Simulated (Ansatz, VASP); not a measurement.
# Two plane-wave programs on MgO

```
Mg O
1.0
     2.65562    0.00000    0.00000
     0.00000    2.65562    0.00000
     0.00000    0.00000    2.65562
Mg O
1 1
Direct
  0.00000 0.00000 0.00000
  0.50000 0.50000 0.50000
```

Change from the starting cell: hydrostatic strain +1.2%.

Alike in both runs: task single point; functional PBE; k mesh 10 × 10 × 10; occupations fermi-dirac, width 0.02 eV; no spin polarisation.

```csv
,VASP,Ansatz
version,VASP 6.6.1,Ansatz 0.2.0
potentials or method,"VASP PAW PBE potentials, release 64 (Mg, O)","plane waves, PAW"
plane-wave cutoff (eV),520,420
valence electrons in the cell,8,16
```

```tsv
	VASP	Ansatz	Ansatz less VASP
gap on the k mesh at the Fermi level (eV)	2.29	2.31	+0.021
pressure (GPa)	-0.1	0.7	+0.72
```

The two sets of potentials don't hold the same shells in valence.

A k mesh can miss the band edges.
